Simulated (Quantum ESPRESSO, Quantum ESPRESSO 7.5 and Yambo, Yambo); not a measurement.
**GaP (F-43m): G0W0 on several meshes in Yambo**

Wanted: mesh dependence and cost of G0W0 for GaP (F-43m).

Calculated with Quantum ESPRESSO 7.5 and Yambo 5.3.0; PBE and many-body steps on it, plane waves.

This is a report of a sequence of runs, with most program output left out.

**1. Starting point**

The structure is cubic, space group F-43m (No. 216). Conventional cell: a = 5.450 Å, b = 5.450 Å, c = 5.450 Å, α = 90.00°, β = 90.00°, γ = 90.00°. Nearest to Ga lie 4 P at 2.36 Å. Nearest to P lie 4 Ga at 2.36 Å. Farther neighbours are not listed.

Coordinates:

```cif
data_structure
_symmetry_space_group_name_H-M 'P 1'
_symmetry_Int_Tables_number 1
_cell_length_a 3.8541
_cell_length_b 3.8541
_cell_length_c 3.8541
_cell_angle_alpha 60.000
_cell_angle_beta 60.000
_cell_angle_gamma 60.000
_cell_volume 40.48
loop_
_atom_site_label
_atom_site_type_symbol
_atom_site_fract_x
_atom_site_fract_y
_atom_site_fract_z
_atom_site_occupancy
Ga1 Ga 0.00000 0.00000 0.00000 1
P2 P 0.25000 0.25000 0.25000 1
```

The cell and positions come from the Crystallography Open Database and are kept as given unless a step says otherwise.

**2. Empty states on the mesh, 4×4×4 mesh, 490 bands**

This step: Quantum ESPRESSO 7.5; DFT, PBE, plane waves, norm-conserving pseudopotentials.

The sums over transitions need many empty states on a uniform mesh; this step solves for them.

pw.in reads:

```
&control
  calculation = 'nscf'
  prefix = 'x'
  outdir = 'o'
  pseudo_dir = 'pseudo'
/
&system
  ibrav = 0
  nat = 2
  ntyp = 2
  ecutwfc = 104.0
  nbnd = 490
  force_symmorphic = .true.
/
&electrons
  conv_thr = 1e-9
  electron_maxstep = 80
  diago_full_acc = .true.
  diago_thr_init = 5e-6
/
ATOMIC_SPECIES
  Ga 69.723 Ga.upf
  P 30.974 P.upf
CELL_PARAMETERS angstrom
  0.0000000000 2.7252500000 2.7252500000
  2.7252500000 0.0000000000 2.7252500000
  2.7252500000 2.7252500000 0.0000000000
ATOMIC_POSITIONS crystal
  Ga 0.0000000000 0.0000000000 0.0000000000
  P 0.2500000000 0.2500000000 0.2500000000
K_POINTS automatic
  4 4 4 0 0 0
```

On the command line:

```bash
$ OMP_NUM_THREADS=1 mpirun -n 4 pw.x -nk 4 -in pw.in > pw.out
```

It took 90 s on 4 MPI ranks of Arm Neoverse V1, shared host; peak memory 1.1 GiB.

This step gave:

```
gap                                                           : 1.653 eV
k of the valence top                                          : 0, 0, 0
k of the conduction bottom                                    : 0, -0.5, -0.5
least direct gap                                              : 1.818 eV
k points computed                                             : 8
lowest point of the top converged band, above the valence top : 285.0765 eV
```

On this mesh the gap is 1.653 eV.

The density comes from a self-consistent run that is not shown.

**3. Conversion and set-up**

This step: Yambo 5.3.0; conversion and set-up on PBE, plane waves, norm-conserving pseudopotentials.

The states are converted to the many-body program's format and the q mesh is built.

On the command line:

```bash
$ (cd o/x.save; p2y > p2y.log; mv SAVE ../..); yambo > setup.log
```

It took 3.4 s on 1 MPI rank; peak memory 0.25 GiB.

**4. 4×4×4**

G0W0 replaces the xc potential by the self-energy, built once from these orbitals. Only a window of levels is corrected, while the sums run over the empty bands that the input names.

This step: G0W0 on PBE, plane waves, norm-conserving pseudopotentials.

gw2.in reads:

```
HF_and_locXC
gw0
dyson
ppa
em1d
rim_cut
RandQpts= 1000000
RandGvec= 1 RL
EXXRLvcs= 104 Ry
VXCRLvcs= 416 Ry
Chimod= "HARTREE"
% BndsRnXp
 1 | 207 |
%
NGsBlkXp= 17 Ry
% LongDrXp
 1 | 1 | 1 |
%
% GbndRnge
 1 | 207 |
%
DysSolver= "n"
ExtendOut
PPAPntXp= 27.21138 eV
% QPkrange
 1 | 1 | 12 | 15 |
 7 | 7 | 12 | 15 |
%
```

On the command line:

```bash
$ OMP_NUM_THREADS=1 mpirun -n 4 yambo -F gw2.in -J gw2 -C gw2 > gw2.log
```

Wall time 4.3 min (4 MPI ranks); peak memory 1.9 GiB.

This step gave:

```
G0W0 gap on the points computed              : 2.314 eV
starting gap on the mesh                     : 1.653 eV
k of the valence top                         : 0, 0, 0
k of the conduction bottom                   : 0, -0.5, -0.5
least direct G0W0 gap on the computed points : 2.681 eV
Z at the valence top                         : 0.7842
Z at the conduction bottom                   : 0.8088
```

The gap on the mesh goes from 1.65 eV to 2.31 eV, a correction of +0.66 eV.

**5. Empty states on the mesh, 2×2×2 mesh, 207 bands**

This step: Quantum ESPRESSO 7.5; DFT, PBE, plane waves, norm-conserving pseudopotentials.

Changes to pw.in since step 2:

```diff
@@ -11,3 +11,3 @@
   ecutwfc = 104.0
-  nbnd = 490
+  nbnd = 207
   force_symmorphic = .true.
@@ -31,2 +31,2 @@
 K_POINTS automatic
-  4 4 4 0 0 0
+  2 2 2 0 0 0
```

On the command line:

```bash
$ OMP_NUM_THREADS=1 mpirun -n 4 pw.x -nk 4 -in pw.in > pw.out
```

The job ended after 12 s (4 MPI ranks; peak memory 0.46 GiB; 47 s of CPU time).

Numbers from this step:

| Quantity | Value |
| --- | --- |
| gap | 1.653 eV |
| k of the valence top | 0, 0, 0 |
| k of the conduction bottom | 0, -0.5, -0.5 |
| least direct gap | 1.818 eV |
| k points computed | 3 |
| lowest point of the top converged band, above the valence top | 151.7540 eV |

On this mesh the gap is 1.653 eV.

**6. Conversion and set-up**

This step: Yambo 5.3.0; conversion and set-up on PBE, plane waves, norm-conserving pseudopotentials.

On the command line:

```bash
$ (cd o/x.save; p2y > p2y.log; mv SAVE ../..); yambo > setup.log
```

Elapsed: 3 s, on 1 MPI rank; peak memory 0.25 GiB.

**7. 2×2×2**

This step: G0W0 on PBE, plane waves, norm-conserving pseudopotentials.

gw11.in, as its differences from gw2.in of step 4:

```diff
@@ -26,3 +26,3 @@
  1 | 1 | 12 | 15 |
- 7 | 7 | 12 | 15 |
+ 3 | 3 | 12 | 15 |
 %
```

On the command line:

```bash
$ OMP_NUM_THREADS=1 mpirun -n 4 yambo -F gw11.in -J gw11 -C gw11 > gw11.log
```

Elapsed: 25 s, on 4 MPI ranks; peak memory 1.5 GiB; 95 s of CPU time.

This step gave:

- G0W0 gap on the points computed: 2.207 eV
- starting gap on the mesh: 1.653 eV
- k of the valence top: 0, 0, 0
- k of the conduction bottom: 0, -0.5, -0.5
- least direct G0W0 gap on the computed points: 2.723 eV
- Z at the valence top: 0.7930
- Z at the conduction bottom: 0.8200

Against G0W0 in Yambo (4×4×4 mesh, 207 bands, screening to 231.3 eV, Godby-Needs plasmon pole), the gap moves by −0.107 eV.

**8. Empty states on the mesh, 6×6×6 mesh, 207 bands**

This step: Quantum ESPRESSO 7.5; DFT, PBE, plane waves, norm-conserving pseudopotentials.

Changes to pw.in since step 5:

```diff
@@ -31,2 +31,2 @@
 K_POINTS automatic
-  2 2 2 0 0 0
+  6 6 6 0 0 0
```

On the command line:

```bash
$ OMP_NUM_THREADS=1 mpirun -n 4 pw.x -nk 4 -in pw.in > pw.out
```

The job ended after 44 s (4 MPI ranks; peak memory 0.55 GiB; 3 min of CPU time).

This step gave:

| Item | Value |
| --- | --- |
| gap | 1.653 eV |
| k of the valence top | 0, 0, 0 |
| k of the conduction bottom | 0, -0.5, -0.5 |
| least direct gap | 1.818 eV |
| k points computed | 16 |
| lowest point of the top converged band, above the valence top | 151.7540 eV |

On this mesh the gap is 1.653 eV.

**9. Conversion and set-up**

This step: Yambo 5.3.0; conversion and set-up on PBE, plane waves, norm-conserving pseudopotentials.

On the command line:

```bash
$ (cd o/x.save; p2y > p2y.log; mv SAVE ../..); yambo > setup.log
```

The job ended after 3.6 s (1 MPI rank; peak memory 0.25 GiB).

**10. 6×6×6**

This step: G0W0 on PBE, plane waves, norm-conserving pseudopotentials.

gw12.in, as its differences from gw11.in of step 7:

```diff
@@ -26,3 +26,3 @@
  1 | 1 | 12 | 15 |
- 3 | 3 | 12 | 15 |
+ 13 | 13 | 12 | 15 |
 %
```

On the command line:

```bash
$ OMP_NUM_THREADS=1 mpirun -n 4 yambo -F gw12.in -J gw12 -C gw12 > gw12.log
```

The job ended after 25 min (4 MPI ranks; peak memory 2.7 GiB).

This step gave:

```
G0W0 gap on the points computed              : 2.332 eV
starting gap on the mesh                     : 1.653 eV
k of the valence top                         : 0, 0, 0
k of the conduction bottom                   : 0, -0.5, -0.5
least direct G0W0 gap on the computed points : 2.671 eV
```

Against G0W0 in Yambo (4×4×4 mesh, 207 bands, screening to 231.3 eV, Godby-Needs plasmon pole), the gap moves by +0.018 eV.

**11. Side by side**

Times are wall times on 4 MPI ranks of Arm Neoverse V1, shared host, good to a factor of about two.

| run | mesh | bands | screening cutoff (eV) | DFT gap (eV) | gap on the mesh (eV) | direct (eV) | time |
| --- | --- | --- | --- | --- | --- | --- | --- |
| 4×4×4 | 4×4×4 | 207 | 231.3 | 1.653 | 2.314 | 2.681 | 4.3 min |
| 2×2×2 | 2×2×2 | 207 | 231.3 | 1.653 | 2.207 | 2.723 | 25 s |
| 6×6×6 | 6×6×6 | 207 | 231.3 | 1.653 | 2.332 | 2.671 | 25 min |

**12. Summary of results**

| Property | Result |
| --- | --- |
| 4×4×4 | 2.314 eV |
| 2×2×2 | 2.207 eV |
| 6×6×6 | 2.332 eV |
| known limits | not at the basis limit; no spin-orbit coupling; coarse k mesh |

2×2×2: −0.107 eV against 4×4×4. 6×6×6: +0.018 eV against 4×4×4. Bands and cutoff are finite, so the gap is not at the basis limit. The miss can reach some tenths of an eV and take either sign; the mesh is an error of its own. In the G0W0 runs levels were corrected at 2 k points alone, so a gap called «on the mesh» is the least over those, and an edge elsewhere would be missed. A denser mesh or path gives a starting gap of 1.59 eV: the GW mesh misses a band edge, so its gaps are not the fundamental one. The 4×4×4 mesh is coarse for this cell, which bears on the long-range parts of exchange and screening. The many-body steps are scalar-relativistic: spin-orbit coupling is not in them.

[Paths, hosts, dates, memory and timing lines, banners, echoed tables and standing remarks are left out of the program output.]

[Logs are printed without paths, hosts, clocks, repeated set-up lines and the standing remarks that a program may print on its own settings, such as how far it seeks lower states.]

[Runs of the session that timed out or met a known fault of the program may be left out.]

[Hosts, paths, dates, database ids (printed as entryN), source tags and the programs' standing remarks are cut or masked in the printed files.]
